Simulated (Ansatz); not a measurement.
(110) slab cut from the bulk of Sn, I4/mmm (No. 139); the slab's formula is Sn:

```yaml
crystal:
  lattice:
    - [3.41351, 0.00000, 0.00000]
    - [0.34834, 3.39569, 0.00000]
    - [0.00000, 0.00000, 24.14898]
  atoms:
    - { symbol: Sn, position: [0.50000, 0.50000, 0.31057] }
    - { symbol: Sn, position: [0.00000, 0.00000, 0.40529] }
    - { symbol: Sn, position: [0.50000, 0.50000, 0.50000] }
    - { symbol: Sn, position: [0.00000, 0.00000, 0.59471] }
    - { symbol: Sn, position: [0.50000, 0.50000, 0.68943] }
```

The calculation used DFT PBEsol, scalar-relativistic, plane waves, PAW (Ansatz 0.2.0). Cutoff 420 eV; k points 10×10×1 on the computed 5-atom cell (Γ-centred); Gaussian smearing, width 0.10 eV; no spin polarisation. The cell repeats along c with a dipole correction in the vacuum.

Q: What forces act on the atoms?

A:
```
atom Fx (eV/Å) Fy (eV/Å) Fz (eV/Å)
 Sn1      0.000      0.000      0.244
 Sn2      0.000      0.000     -0.294
 Sn3      0.000      0.000      0.000
 Sn4      0.000      0.000      0.294
 Sn5      0.000      0.000     -0.244
```

The reference crystal is a form of Sn, which isn't its usual structure.

Cost: 1 run of about 0.31 core-minutes, on Intel Xeon 6975P-C (Granite Rapids) (shared hosts).